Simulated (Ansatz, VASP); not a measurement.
## Two plane-wave programs on GaN

Contents of INCAR:

```
SYSTEM = GaN
  ALGO = Normal
  EDIFF = 1E-7
  ENCUT = 520
  GGA = PE
  ISIF = 2
  ISMEAR = -1
  LASPH = .TRUE.
  LCHARG = .FALSE.
  LREAL = .FALSE.
  LWAVE = .FALSE.
  NBANDS = 16
  NELM = 60
  PREC = Accurate
  SIGMA = 0.02
```

Contents of KPOINTS:

```
k-points
0
G
  10 10 10
  0 0 0
```

The input POSCAR:

```
GaN
1.0
    0.0000000000      2.1085152343      2.0241746249
    2.1085152343      0.0000000000      2.0241746249
    2.1085152343      2.1085152343      0.0000000000
Ga N
1 1
Direct
    0.0000000000      0.0000000000      0.0000000000
    0.5000000000      0.5000000000      0.5000000000
```

Input for Ansatz:

```yaml
crystal:
  lattice:
    - [0.0, 2.1085152343, 2.0241746249]
    - [2.1085152343, 0.0, 2.0241746249]
    - [2.1085152343, 2.1085152343, 0.0]
  atoms:
    - { symbol: Ga, position: [0.0, 0.0, 0.0] }
    - { symbol: "N", position: [0.5, 0.5, 0.5] }
kpoints:
  mp_grid: { grid: [10, 10, 10] }
  band_path:
    path:
      - [0.0, 0.0, 0.0]
      - [0.5, 0.0, 0.5]
      - [0.625, 0.25, 0.625]
      - [0.375, 0.375, 0.75]
      - [0.5, 0.5, 0.5]
      - [0.5, 0.25, 0.75]
      - [0.007812, 0.1875, -0.179687]
      - [0.5, 0.5, 0.0]
    npoints: 1
hamiltonian:
  xc: pbe
scf:
  occupations: { method: fermi_dirac, width: 0.02 }
  n_extra_bands: 4
output:
  forces: true
  stress: true
  eigenvalues: true
```

Change from the starting cell: uniaxial_z strain -4.0%.

Alike in both runs: task single point; functional PBE; k mesh 10 × 10 × 10; occupations fermi-dirac, width 0.02 eV; no spin polarisation.

```csv
,VASP,Ansatz
version,VASP 6.6.1,Ansatz 0.2.0
potentials or method,"VASP PAW PBE potentials, release 64 (Ga_d, N)","plane waves, PAW"
plane-wave cutoff (eV),520,420
valence electrons in the cell,18,18
```

|  | VASP | Ansatz | Ansatz less VASP |
| --- | --- | --- | --- |
| pressure (GPa) | 20.9 | 20.0 | -0.91 |
| largest component of the traceless stress (GPa) | 7.45 | 7.47 | +0.016 |

The functional is the same, so the differences come from potentials, cutoffs and numerics.

Caveats: so large a pressure means that the cell lies far from this level's equilibrium, or that cutoff or potentials fall short (VASP). A k mesh can miss the band edges.
